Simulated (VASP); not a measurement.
# ZnSe: optical spectrum of independent particles, by functional and spin-orbit coupling

ZnSe, F-43m (no. 216), 2 atoms in the cell.

| Functional | Spin-orbit coupling | ε at zero frequency, electronic | Mean energy of the absorption, weighted by Im ε (eV) | Direct gap on the mesh (eV) | Time (s) |
|---|---|---|---|---|---|
| PBE | no | 8.12 | 6.00 | 1.29 | 4.3 |
| r2SCAN | no | 6.65 | 6.58 | 1.86 | 24 |
| TB-mBJ | no | 5.43 | 7.13 | 2.78 | 21 |
| AM05 | no | 8.19 | 5.99 | 1.27 | 6.3 |
| TB-mBJ | yes | 5.42 | 7.13 | 2.69 | 146 |

Limits: The 8×8×8 mesh is coarse for a spectrum: peaks stand apart that a denser mesh merges, and ε at zero frequency can be far too high; the pull between electron and hole is left out; rows 1, 2, 4: the onset follows the functional's gap, which semilocal functionals usually make too small.

## Input of the first row

INCAR:
```
SYSTEM = ZnSe
PREC = Accurate
ENCUT = 320
ISMEAR = 0
SIGMA = 0.02
EDIFF = 1E-7
LASPH = .TRUE.
KPAR = 4
LWAVE = .TRUE.
LCHARG = .FALSE.
LOPTICS = .TRUE.
ALGO = Normal
NBANDS = 25
NEDOS = 2000
CSHIFT = 0.1
GGA = PE
```

KPOINTS:
```
k-points
0
Gamma
  8 8 8
```

POSCAR:
```
ZnSe
1.0
    0.0000000000      2.8338000000      2.8338000000
    2.8338000000      0.0000000000      2.8338000000
    2.8338000000      2.8338000000      0.0000000000
Se Zn
1 1
Direct
    0.7500000000      0.7500000000      0.7500000000
    0.0000000000      0.0000000000      0.0000000000
```

Commands:
```
cat potpaw_PBE.64/Se/POTCAR potpaw_PBE.64/Zn/POTCAR > POTCAR
mpirun -np 4 vasp_std > vasp.out
```

Changes of row 4 against the first:
```
- GGA = PE
+ GGA = AM
```

VASP 6.6.1 took 4.3 s on 4 cores (AMD EPYC 9R45 (Zen 5)), a shared host.
